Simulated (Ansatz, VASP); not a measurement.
GaP in VASP and in Ansatz

```
Ga P
1.0
     0.00000    2.82135    2.89016
     2.82135    0.00000    2.89016
     2.82135    2.82135    0.00000
Ga P
1 1
Direct
  0.00000 0.00000 0.00000
  0.75000 0.75000 0.75000
```

Change from the starting cell: strain +0.025 along x and y, +0.050 along z, atoms carried along.

Alike in both runs: task single point; functional PBE; k mesh 8 × 8 × 8; occupations gaussian, width 0.05 eV; no spin polarisation.

```csv
,VASP,Ansatz
version,VASP 6.6.1,Ansatz 0.2.0
potentials or method,"VASP PAW PBE potentials, release 64 (Ga_d, P)","scalar-relativistic, plane waves, PAW"
plane-wave cutoff (eV),520,420
valence electrons in the cell,18,18
```

```csv
,VASP,Ansatz,Ansatz less VASP
gap on the k mesh at the Fermi level (eV),0.75,0.76,+0.004
least direct gap on the mesh (eV),0.75,0.76,+0.004
pressure (GPa),-6.0,-6.0,+0.03
largest component of the traceless stress (GPa),1.16,1.16,+0.001
```

With one functional, cell and mesh, what is left measures potentials, basis and numerics.

A k mesh can miss the band edges.
